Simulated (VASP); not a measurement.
# Y (P6_3/mmc) in VASP: further runs, part 2 of 2

VASP 6.6.1. Earlier steps stand in the parts before.

**4. Single point, PBEsol**

The input, INCAR:

```
SYSTEM = Y
PREC     = Low            ! precision mode
ENCUT    = 550            ! plane-wave cutoff, eV
EDIFF    = 1E-6           ! SCF threshold, eV
ISMEAR   = -1             ! smearing method
SIGMA    = 0.15           ! smearing width, eV
LREAL    = .FALSE.        ! projectors in reciprocal space
LASPH    = .TRUE.         ! aspherical terms in the spheres
NELM     = 100            ! most SCF steps
ALGO     = Normal         ! electronic algorithm
ISIF     = 2              ! what is computed and relaxed
LWAVE    = .FALSE.        ! write WAVECAR
LCHARG   = .FALSE.        ! write CHGCAR
GGA      = PS             ! functional
NBANDS   = 18             ! bands
ADDGRID  = .FALSE.
```

The input, KPOINTS:

```
Automatic mesh
0
G
  18 18 10
  0 0 0
```

The input, POSCAR:

```
Y
1.0
    3.6474000000      0.0000000000      0.0000000000
   -1.8237000000      3.1587410578      0.0000000000
    0.0000000000      0.0000000000      5.7306000000
Y
2
Direct
    0.6666666667      0.3333333333      0.7500000000
    0.3333333333      0.6666666667      0.2500000000
```

Potentials or basis: VASP PAW PBE potentials, release 64 (Y_sv).

The run is started by

```bash
$ cat potpaw_PBE.64/Y_sv/POTCAR > POTCAR
$ mpirun -np 1 vasp_std > vasp.out
```

OUTCAR:

```text
SYSTEM = Y
   PREC = Low
   ENCUT = 550
   EDIFF = 1E-6
   ISMEAR = -1
   LREAL = .FALSE.
   LASPH = .TRUE.
   NELM = 100
   ISIF = 2
   GGA = PS

 Found    222 irreducible k-points:

 Following reciprocal coordinates:
            Coordinates               Weight
  0.000000  0.000000  0.000000      1.000000
  0.055556 -0.000000  0.000000      6.000000
  0.111111 -0.000000  0.000000      6.000000
  0.166667  0.000000  0.000000      6.000000
  0.222222 -0.000000  0.000000      6.000000
  0.277778  0.000000  0.000000      6.000000
   k-points           NKPTS =    222   k-points in BZ     NKDIM =    222   number of bands    NBANDS=     18
   number of dos      NEDOS =    301   number of ions     NIONS =      2
   total plane-waves  NPLWV =  20736
   dimension x,y,z NGX =    24 NGY =   24 NGZ =   36
   dimension x,y,z NGXF=    24 NGYF=   24 NGZF=   36
   ions per type =               2
   NGX,Y,Z   is equivalent  to a cutoff of  10.94, 10.94, 10.44 a.u.
   NGXF,Y,Z  is equivalent  to a cutoff of  10.94, 10.94, 10.44 a.u.
 SYSTEM =  Y
   PREC   = low       normal or accurate (medium, high low for compatibility)
   ISTART =      0    job   : 0-new  1-cont  2-samecut
   ICHARG =      2    charge: 1-file 2-atom 10-const
   ISPIN  =      1    spin polarized calculation?
   LNONCOLLINEAR =      F non collinear calculations
   LSORBIT =      F    spin-orbit coupling
   LASPH  =      T    aspherical Exc in radial PAW
   ENCUT  =  550.0 eV  40.42 Ry    6.36 a.u.   6.97  6.97 10.96*2*pi/ulx,y,z
   NELM   =    100;   NELMIN=  2; NELMDL= -5     # of ELM steps
   EDIFF  = 0.1E-05   stopping-criterion for ELM
   LREAL  =      F    real-space projection
   EDIFFG = 0.1E-04   stopping-criterion for IOM
   NSW    =      0    number of steps for IOM
   IBRION =     -1    ionic relax: 0-MD 1-quasi-New 2-CG
   NFREE  =      0    steps in history (QN), initial steepest desc. (CG)
   ISIF   =      2    stress and relaxation
   ISYM   =      2    0-nonsym 1-usesym 2-fastsym
   POTIM  = 0.5000    time-step for ionic-motion
   TEBEG  =    0.0;   TEEND  =   0.0 temperature during run
   PSTRESS=    0.0 pullay stress
   NELECT =      22.0000    total number of electrons
   NUPDOWN=      -1.0000    fix difference up-down
   EMIN   =  10.00;   EMAX   =-10.00  energy-range for DOS
   EFERMI =   0.00;   METHOD = LEGACY
   ISMEAR =    -1;   SIGMA  =   0.15  broadening in eV -4-tet -1-fermi 0-gaus
   EFERMI_NEDOS =   21; number of points for ismear=-14 and -15
   IALGO  =     38    algorithm
   IMIX   =      4    mixing-type and parameters
     AMIX     =   0.40;   BMIX     =  1.00
     AMIX_MAG =   1.60;   BMIX_MAG =  1.00
  volume/ion in A,a.u.               =      33.01       222.77
  Fermi-wavevector in a.u.,A,eV,Ry     =   1.134967  2.144777 17.526345  1.288150
  Thomas-Fermi vector in A             =   2.271671
   LORBIT       =      0    0 simple, 1 ext, 2 COOP (PROOUT), +10 PAW based schemes
   GGA     = PS    functional components
   LHFCALC =     F    Hartree Fock is set to
   AEXX    =    0.0000 exact exchange contribution
   IVDW    =     0    specifies the selected vdW correction
   LEPSILON=     F    determine dielectric tensor
   LRPA    =     F    only Hartree local field effects (RPA)
 non-spin polarized calculation
  energy-cutoff  :      550.00
  volume of cell :       66.02
 maximum number of plane-waves:      1950
   NGX = 13   NGY = 13   NGZ = 21

 number of electron      21.9999873 magnetization

 Free energy of the ion-electron system (eV)
  ---------------------------------------------------
  ext. energy  EPLUGINS =         0.00000000
  ---------------------------------------------------
  free energy    TOTEN  =       -13.74967115 eV

  energy without entropy =      -13.49643473  energy(sigma->0) =      -13.62305294

 E-fermi :   2.8622     XC(G=0):  -9.5132

 val. band max:        2.8564812666   @ k =   0.4444  -0.0000   0.3000
 cond. band min:       2.8688807592   @ k =   0.3889   0.2222   0.4000
 fundamental gap:      0.0123994925
 Fermi energy:         2.8622392416

 k-point     1 :       0.0000    0.0000    0.0000
  band No.  band energies     occupation
      1     -39.7427      2.00000
      2     -39.6706      2.00000
      3     -20.0398      2.00000
      4     -19.5616      2.00000
      5     -19.5616      2.00000
      6     -19.4732      2.00000
[... 10 lines left out ...]
     17       5.6337      0.00000
     18       5.6337      0.00000

 k-point     2 :       0.0556   -0.0000    0.0000
  band No.  band energies     occupation
      1     -39.7412      2.00000
      2     -39.6700      2.00000
      3     -20.0343      2.00000
      4     -19.5728      2.00000
      5     -19.5654      2.00000
      6     -19.4851      2.00000
[... 10 lines left out ...]
     17       5.5390      0.00000
     18       5.5689      0.00000

 k-point     3 :       0.1111   -0.0000    0.0000
  band No.  band energies     occupation
      1     -39.7367      2.00000
      2     -39.6684      2.00000
      3     -20.0182      2.00000
      4     -19.6051      2.00000
      5     -19.5763      2.00000
      6     -19.5189      2.00000
[... 10 lines left out ...]
     17       5.4012      0.00000
     18       5.4293      0.00000

 k-point     4 :       0.1667    0.0000    0.0000
  band No.  band energies     occupation
      1     -39.7298      2.00000
      2     -39.6662      2.00000
      3     -19.9925      2.00000
      4     -19.6548      2.00000
      5     -19.5925      2.00000
      6     -19.5696      2.00000
[... 10 lines left out ...]
     17       5.5370      0.00000
     18       5.7067      0.00000

 k-point     5 :       0.2222   -0.0000    0.0000
  band No.  band energies     occupation
      1     -39.7210      2.00000
      2     -39.6636      2.00000
      3     -19.9587      2.00000
      4     -19.7159      2.00000
      5     -19.6301      2.00000
      6     -19.6118      2.00000
[... 10 lines left out ...]
     17       5.8541      0.00000
     18       6.0788      0.00000

 k-point     6 :       0.2778    0.0000    0.0000
  band No.  band energies     occupation
      1     -39.7112      2.00000
      2     -39.6614      2.00000
      3     -19.9192      2.00000
      4     -19.7811      2.00000
      5     -19.6926      2.00000
      6     -19.6318      2.00000
[... 10 lines left out ...]
     17       6.2364      0.00000
     18       6.5253      0.00000

 [... further k-points ...]

------------------------ aborting loop because EDIFF is reached ----------------------------------------

  FORCE on cell =-STRESS in cart. coord.  units (eV):
  Direction    XX          YY          ZZ          XY          YZ          ZX
  --------------------------------------------------------------------------------------
  -------------------------------------------------------------------------------------
  Total       -0.7869209     -0.7869209     -0.8486298      0.0000000      0.0000000      0.0000000
  in kB      -19.0960757    -19.0960757    -20.5935558      0.0000000      0.0000000      0.0000000
  external PRESSURE =     -19.5952357 kB  Pullay stress =       0.0000000 kB

 VOLUME and BASIS-vectors are now :
 -----------------------------------------------------------------------------
  energy-cutoff  :      550.00
  volume of cell :       66.02
      direct lattice vectors                 reciprocal lattice vectors
     3.647400000  0.000000000  0.000000000     0.274167900  0.158290911  0.000000000
    -1.823700000  3.158741058  0.000000000     0.000000000  0.316581822  0.000000000
     0.000000000  0.000000000  5.730600000     0.000000000  0.000000000  0.174501797

 POSITION                                       TOTAL-FORCE (eV/Angst)
 -----------------------------------------------------------------------------------
      1.82370      1.05291      4.29795        -0.000000      0.000000      0.000000
     -0.00000      2.10583      1.43265         0.000000     -0.000000      0.000000
 -----------------------------------------------------------------------------------
    total drift:                               -0.000000      0.000000     -0.000000

  FREE ENERGIE OF THE ION-ELECTRON SYSTEM (eV)
  ---------------------------------------------------
  free  energy   TOTEN  =       -13.7496711525 eV

  energy  without entropy=      -13.4964347280  energy(sigma->0) =      -13.62305294
```

Run time: 78 s. Hardware: 1 thread of AMD EPYC 9R45 (Zen 5), shared host; peak memory 0.3 GiB.

These settings aren't checked as converged: the numbers below hold their error.

Results:

* Free energy: -13.7497 eV
* Pressure: -2.0 GPa
* Band gap on the k mesh: none (metal or under the smearing width)

Caveat: the PAW data sets were made with another functional, which shifts forces and pressure a little.

**5. The reference run**

An earlier run on the cell as given: functional PBE; potentials or basis VASP PAW PBE potentials, release 64 (Y_sv); cutoff 520 eV; k mesh 8 × 8 × 5; occupations fermi-dirac, width 0.05 eV; no spin polarisation.

- Pressure: -0.2 GPa
- Band gap on the k mesh: none (metal or under the smearing width)
